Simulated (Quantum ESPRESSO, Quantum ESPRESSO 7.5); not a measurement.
# 2H-MoS2, 1 layer, rectangular cell: a series in strain along the first axis

Aim: how the results for 2H-MoS2, 1 layer, rectangular cell change with strain along the first axis.

Calculated with Quantum ESPRESSO 7.5; plane-wave DFT, PBE, GBRV ultrasoft pseudopotentials.

## 1. Starting point

The cell holds 6 atoms: 4 S and 2 Mo. Cell: a = 3.180 Å, b = 5.508 Å, c = 18.263 Å, α = 90.0°, β = 90.0°, γ = 90.0°. It derives from MoS2. Vacuum lies along c.

Set-up: Cell and atoms are first relaxed; each strained cell is then held, the other axis too, and the atoms relax in it. A periodic run with 15 Å of vacuum in the starting cell gives the vacuum levels, and bands follow along a path.

Members -2, -1, 0, 1 and 2 took the same steps and show in the table alone.

## 2. Variable-cell relaxation of the reference

What the set-up leaves free in this member is relaxed.

ref.relax.in reads:

```
&control
  prefix = 'ref.relax'
  outdir = './out'
  pseudo_dir = './pseudo'
  nstep = 80
  forc_conv_thr = 0.0004
  calculation = 'vc-relax'
  etot_conv_thr = 1e-06
/
&system
  ibrav = 0
  nat = 6
  ntyp = 2
  ecutwfc = 50
  ecutrho = 250
  occupations = 'smearing'
  smearing = 'fd'
  degauss = 0.004
/
&electrons
  conv_thr = 1e-09
  mixing_beta = 0.4
  electron_maxstep = 120
  mixing_mode = 'plain'
/
&ions
/
&cell
  cell_dofree = '2Dxy'
  press_conv_thr = 0.3
/
ATOMIC_SPECIES
  S   32.0600  s_pbe_v1.4.uspp.F.UPF
  Mo  95.9500  mo_pbe_v1.uspp.F.UPF
CELL_PARAMETERS angstrom
  3.18000000000000 0.00000000000000 0.00000000000000
  0.00000000000000 5.50792156806903 0.00000000000000
  0.00000000000000 0.00000000000000 18.26259773799958
ATOMIC_POSITIONS crystal
  S   0.999999999900 0.333333333400 0.410675420200
  S   0.500000000000 0.833333333300 0.410675420200
  Mo  0.000000000000 0.000000000000 0.500000000000
  Mo  0.500000000000 0.500000000000 0.500000000000
  S   0.999999999900 0.333333333400 0.589324579800
  S   0.500000000000 0.833333333300 0.589324579800
K_POINTS automatic
  10 6 1 0 0 0
```

Command:

```
$ OMP_NUM_THREADS=1 mpirun -n 4 pw.x -nk 4 -in ref.relax.in > ref.relax.out
```

The program printed:

```text
Program PWSCF v.7.5 starts
[citation notice left out]

     Parallel version (MPI & OpenMP), running on       4 processor cores
     Number of MPI processes:                 4
     Threads/MPI process:                     1

     MPI processes distributed on     1 nodes
[...]
Current dimensions of program PWSCF are:
     Max number of different atomic species (ntypx) = 10
     Max number of k-points (npk) =  40000
     Max angular momentum in pseudopotentials (lmaxx) =  4
     Found identity + ( -0.5000  0.5000  0.0000) symmetry
     This is a supercell, fractional translations are disabled
     Message from routine setup:
     using ibrav=0 with symmetry is DISCOURAGED, use correct ibrav instead

     K-points division:     npool     =       4
     Subspace diagonalization in iterative solution of the eigenvalue problem:
     a serial algorithm will be used

     G-vector sticks info
     --------------------
     sticks:   dense  smooth     PW     G-vecs:    dense   smooth      PW
     Sum        1247     993    295               143991   103227   16547

     Using Slab Decomposition

     bravais-lattice index     =            0
     lattice parameter (alat)  =       6.0093  a.u.
     unit-cell volume          =    2158.6092 (a.u.)^3
     number of atoms/cell      =            6
     number of atomic types    =            2
     number of electrons       =        52.00
     number of Kohn-Sham states=           31
     kinetic-energy cutoff     =      50.0000  Ry
     charge density cutoff     =     250.0000  Ry
     scf convergence threshold =      1.0E-09
     mixing beta               =       0.4000
     number of iterations used =            8  plain     mixing
     energy convergence thresh.=      1.0E-06
     force convergence thresh. =      4.0E-04
     press convergence thresh. =      3.0E-01
     Exchange-correlation= SLA  PW   PBE  PBE
                           (   1   4   3   4   0   0   0)
     nstep                     =           80

     celldm(1)=   6.009329  celldm(2)=   0.000000  celldm(3)=   0.000000
     celldm(4)=   0.000000  celldm(5)=   0.000000  celldm(6)=   0.000000

     crystal axes: (cart. coord. in units of alat)
               a(1) = (   1.000000   0.000000   0.000000 )
               a(2) = (   0.000000   1.732051   0.000000 )
               a(3) = (   0.000000   0.000000   5.742955 )

     reciprocal axes: (cart. coord. in units 2 pi/alat)
               b(1) = (  1.000000  0.000000  0.000000 )
               b(2) = (  0.000000  0.577350  0.000000 )
               b(3) = (  0.000000  0.000000  0.174126 )

     PseudoPot. # 1 for S  read from file:
     ./pseudo/s_pbe_v1.4.uspp.F.UPF
     Pseudo is Ultrasoft + core correction, Zval =  6.0
     Generated by new atomic code, or converted to UPF format
     Using radial grid of  907 points,  6 beta functions with:
                l(1) =   0
                l(2) =   0
                l(3) =   1
                l(4) =   1
                l(5) =   2
                l(6) =   2
     Q(r) pseudized with  8 coefficients,  rinner =    1.300   1.300   1.300
                                                       1.300   1.300

     PseudoPot. # 2 for Mo read from file:
     ./pseudo/mo_pbe_v1.uspp.F.UPF
     Pseudo is Ultrasoft + core correction, Zval = 14.0
     Generated by new atomic code, or converted to UPF format
     Using radial grid of  889 points,  6 beta functions with:
                l(1) =   0
                l(2) =   0
                l(3) =   1
                l(4) =   1
                l(5) =   2
                l(6) =   2
     Q(r) pseudized with  6 coefficients,  rinner =    1.000   1.000   1.000
                                                       1.000   1.000

     atomic species   valence    mass     pseudopotential
     S                 6.00    32.06000     S ( 1.00)
     Mo               14.00    95.95000     Mo( 1.00)

      4 Sym. Ops. (no inversion) found

   Cartesian axes

     site n.     atom                  positions (alat units)
         1        S      tau(   1) = (   1.0000000   0.5773503   2.3584906  )
         2        S      tau(   2) = (   0.5000000   1.4433757   2.3584906  )
         3        Mo     tau(   3) = (   0.0000000   0.0000000   2.8714776  )
         4        Mo     tau(   4) = (   0.5000000   0.8660254   2.8714776  )
         5        S      tau(   5) = (   1.0000000   0.5773503   3.3844647  )
         6        S      tau(   6) = (   0.5000000   1.4433757   3.3844647  )

     number of k points=    24  Fermi-Dirac smearing, width (Ry)=  0.0040
                       cart. coord. in units 2pi/alat
        k(    1) = (   0.0000000   0.0000000   0.0000000), wk =   0.0333333
        k(    2) = (   0.0000000   0.0962250   0.0000000), wk =   0.0666667
        k(    3) = (   0.0000000   0.1924501   0.0000000), wk =   0.0666667
        k(    4) = (   0.0000000  -0.2886751   0.0000000), wk =   0.0333333
        k(    5) = (   0.1000000   0.0000000   0.0000000), wk =   0.0666667
        k(    6) = (   0.1000000   0.0962250   0.0000000), wk =   0.1333333
        k(    7) = (   0.1000000   0.1924501   0.0000000), wk =   0.1333333
        k(    8) = (   0.1000000  -0.2886751   0.0000000), wk =   0.0666667
        k(    9) = (   0.2000000   0.0000000   0.0000000), wk =   0.0666667
        k(   10) = (   0.2000000   0.0962250   0.0000000), wk =   0.1333333
[...]
k(   24) = (  -0.5000000  -0.2886751   0.0000000), wk =   0.0333333

     Dense  grid:   143991 G-vectors     FFT dimensions: (  32,  54, 180)

     Smooth grid:   103227 G-vectors     FFT dimensions: (  27,  48, 160)

     Estimated max dynamical RAM per process >     265.53 MB

     Estimated total dynamical RAM >     956.66 MB

     Initial potential from superposition of free atoms

     starting charge      51.9977, renormalised to      52.0000

     negative rho (up, down):  4.573E-03 0.000E+00
     Starting wfcs are   42 randomized atomic wfcs

     total cpu time spent up to now is        3.1 secs

     per-process dynamical memory:   135.6 Mb

     Self-consistent Calculation

     iteration #  1     ecut=    50.00 Ry     beta= 0.40
     Davidson diagonalization with overlap
     ethr =  1.00E-02,  avg # of iterations =  2.0

     Threshold (ethr) on eigenvalues was too large:
     Diagonalizing with lowered threshold

     Davidson diagonalization with overlap
     ethr =  2.87E-04,  avg # of iterations =  3.0

     negative rho (up, down):  4.681E-03 0.000E+00

     total cpu time spent up to now is       12.5 secs

[...]
atom    5 type  1   force =     0.00000000    0.00000201   -0.02890105
     atom    6 type  1   force =     0.00000000    0.00000215   -0.02890155

     Total force =     0.057803     Total SCF correction =     0.000074

     Computing stress (Cartesian axis) and pressure

     negative rho (up, down):  4.640E-03 0.000E+00
          total   stress  (Ry/bohr**3)                   (kbar)     P=      -11.47
  -0.00003524   0.00000000   0.00000000           -5.18        0.00        0.00
   0.00000000  -0.00003521   0.00000000            0.00       -5.18        0.00
   0.00000000   0.00000000  -0.00016357            0.00        0.00      -24.06

     Energy error            =      7.1E-03 Ry
     Gradient error          =      2.9E-02 Ry/Bohr
     Cell gradient error     =      5.2E+00 kbar

     number of scf cycles    =   2
     number of bfgs steps    =   1

     enthalpy           old  =    -375.4535655297 Ry
     enthalpy           new  =    -375.4606499853 Ry

     CASE: enthalpy          _new < enthalpy          _old

     new trust radius        =       0.0493674552 bohr
     new conv_thr            =       0.0000000007 Ry

     new unit-cell volume =   2144.07076 a.u.^3 (   317.71851 Ang^3 )
     density =      1.67319 g/cm^3

CELL_PARAMETERS (angstrom)
   3.169270335   0.000000000   0.000000000
   0.000000000   5.489346859   0.000000000
   0.000000000   0.000000000  18.262597738

ATOMIC_POSITIONS (crystal)
S                0.9999999999        0.3333339799        0.4134062970
S                0.5000000000        0.8333339774        0.4134062822
Mo               0.0000000000       -0.0000012802        0.5000000000
Mo               0.5000000000        0.4999986989        0.5000000000
S                0.9999999999        0.3333339799        0.5865937030
S                0.5000000000        0.8333339774        0.5865937178

[...]
NEW-OLD atomic charge density approx. for the potential
     New effective cutoffs (rho, wfc):  251.65   50.34

     negative rho (up, down):  4.624E-03 0.000E+00

     total cpu time spent up to now is      152.1 secs

     per-process dynamical memory:   176.9 Mb

     Self-consistent Calculation

     iteration #  1     ecut=    50.00 Ry     beta= 0.40
     Davidson diagonalization with overlap
     ethr =  1.00E-06,  avg # of iterations =  7.8

     negative rho (up, down):  4.621E-03 0.000E+00

     total cpu time spent up to now is      163.0 secs

     total energy              =    -375.46438431 Ry
     estimated scf accuracy    <       0.00072837 Ry

[...]
iteration # 12     ecut=    50.00 Ry     beta= 0.40
[...]
negative rho (up, down):  4.606E-03 0.000E+00

[...]
End of self-consistent calculation

[...]
the Fermi energy is     0.4427 ev

!    total energy              =    -375.46463795 Ry
     estimated scf accuracy    <          7.1E-11 Ry
     smearing contrib. (-TS)   =      -0.00000000 Ry
     internal energy E=F+TS    =    -375.46463795 Ry

     The total energy is F=E-TS. E is the sum of the following terms:
     one-electron contribution =   -1954.68905671 Ry
     hartree contribution      =     979.15211546 Ry
     xc contribution           =     -72.52494681 Ry
     ewald contribution        =     672.59725010 Ry

     convergence has been achieved in  12 iterations

     negative rho (up, down):  4.606E-03 0.000E+00

     Forces acting on atoms (cartesian axes, Ry/au):

     atom    1 type  1   force =     0.00000000   -0.00000021    0.01032809
     atom    2 type  1   force =     0.00000000    0.00000004    0.01032800
     atom    3 type  2   force =     0.00000000    0.00000048    0.00000000
     atom    4 type  2   force =     0.00000000   -0.00000013    0.00000000
     atom    5 type  1   force =     0.00000000   -0.00000021   -0.01032809
     atom    6 type  1   force =     0.00000000    0.00000004   -0.01032800

     Total force =     0.020656     Total SCF correction =     0.000024

     Computing stress (Cartesian axis) and pressure

     negative rho (up, down):  4.606E-03 0.000E+00
          total   stress  (Ry/bohr**3)                   (kbar)     P=       -2.08
   0.00000782   0.00000000   0.00000000            1.15        0.00        0.00
   0.00000000   0.00000784   0.00000000            0.00        1.15        0.00
   0.00000000   0.00000000  -0.00005809            0.00        0.00       -8.55

     Energy error            =      4.0E-03 Ry
     Gradient error          =      1.0E-02 Ry/Bohr
     Cell gradient error     =      1.2E+00 kbar

     number of scf cycles    =   3
     number of bfgs steps    =   2

     enthalpy           old  =    -375.4606499853 Ry
     enthalpy           new  =    -375.4646379499 Ry

     CASE: enthalpy          _new < enthalpy          _old

     new trust radius        =       0.0266364988 bohr
     new conv_thr            =       0.0000000003 Ry

     new unit-cell volume =   2143.84296 a.u.^3 (   317.68475 Ang^3 )
     density =      1.67337 g/cm^3

CELL_PARAMETERS (angstrom)
   3.169100406   0.000000000   0.000000000
   0.000000000   5.489057940   0.000000000
   0.000000000   0.000000000  18.262597738

ATOMIC_POSITIONS (crystal)
S                0.9999999999        0.3333340239        0.4141781158
S                0.5000000000        0.8333340615        0.4141781017
Mo               0.0000000000       -0.0000013679        0.5000000000
Mo               0.5000000000        0.4999985305        0.5000000000
S                0.9999999999        0.3333340239        0.5858218842
S                0.5000000000        0.8333340615        0.5858218983

[...]
NEW-OLD atomic charge density approx. for the potential
     New effective cutoffs (rho, wfc):  251.68   50.34

     negative rho (up, down):  4.629E-03 0.000E+00

     total cpu time spent up to now is      221.4 secs

     per-process dynamical memory:   176.9 Mb

[...]
!    total energy              =    -375.46520281 Ry
[...]
Total force =     0.000567     Total SCF correction =     0.000032
[...]
number of bfgs steps    =   3
[...]
new trust radius        =       0.0062189967 bohr
[...]
!    total energy              =    -375.46527616 Ry
[...]
Total force =     0.000088     Total SCF correction =     0.000009
[...]
number of bfgs steps    =   4
[...]
WARNING: bfgs curvature condition failed, Theta= 0.953
     new trust radius        =       0.0068408946 bohr
[...]
!    total energy              =    -375.46534238 Ry
[...]
Total force =     0.000038     Total SCF correction =     0.000009
[...]
number of bfgs steps    =   5
[...]
new trust radius        =       0.0102613387 bohr
[...]
!    total energy              =    -375.46541432 Ry
[...]
Total force =     0.000019     Total SCF correction =     0.000006
[...]
number of bfgs steps    =   6
[...]
new trust radius        =       0.0153920002 bohr
[...]
Self-consistent Calculation

     iteration #  1     ecut=    50.00 Ry     beta= 0.40
     Davidson diagonalization with overlap
     ethr =  1.00E-06,  avg # of iterations =  3.0

     Threshold (ethr) on eigenvalues was too large:
     Diagonalizing with lowered threshold

     Davidson diagonalization with overlap
     ethr =  5.72E-08,  avg # of iterations =  4.0

     negative rho (up, down):  4.799E-03 0.000E+00

     total cpu time spent up to now is      468.7 secs

     total energy              =    -375.46545360 Ry
     estimated scf accuracy    <       0.00001558 Ry

[...]
iteration #  4     ecut=    50.00 Ry     beta= 0.40
[...]
[key lines of the parts left out:]
total energy              =    -375.46546078 Ry
the Fermi energy is     0.3880 ev
convergence has been achieved in  11 iterations
```

It took 11 min on 4 MPI ranks of Arm Neoverse V1, shared host; peak memory 1.2 GiB.

Relaxation path:

```
step  energy less that of the first step (eV)  largest force (eV/Å)  volume (Å³)
   1                                   0.0000                1.1539       319.87
   2                                  -0.0964                0.7431       318.68
   3                                  -0.1506                0.2655       317.72
   4                                  -0.1583                0.0073       317.68
   5                                  -0.1593                0.0011       318.11
   6                                  -0.1602                0.0005       318.58
   7                                  -0.1612                0.0002       319.29
   8                                  -0.1618                0.0002       320.35
   9                                  -0.1619                0.0000       320.49
  10                                  -0.1620                0.0002       320.49
```

```
cell as run  before  after  change
      a (Å)   3.180  3.183  +0.1 %
      b (Å)   5.508  5.513  +0.1 %
```

The atoms that moved most (Å, along periodic axes as changes of fractional coordinates times the final cell, across vacuum about the mean position):

```
atom     dx     dy      dz  length
  S2  0.000  0.000   0.069   0.069
  S6  0.000  0.000  -0.069   0.069
  S1  0.000  0.000   0.069   0.069
  S5  0.000  0.000  -0.069   0.069
```

 The last row is no step: it is a fresh SCF in the final cell with a new plane-wave basis, -0 meV from the row before.

This step gave:

```
free energy  : -5108.4680 eV
Fermi energy : 0.3578 eV
```

[end of part 1 of 7]

[Logs are printed without paths, hosts, clocks, repeated set-up lines and the standing remarks that a program may print on its own settings, such as how far it seeks lower states.]

[Hosts, paths, dates, database ids (printed as entryN), source tags and the programs' standing remarks are cut or masked in the printed files.]

[Maps of the electrostatic potential energy from Ansatz leave out the sawtooth potential of an applied field or a dipole correction, so their vacuum need not be flat; planar profiles and work functions include it.]
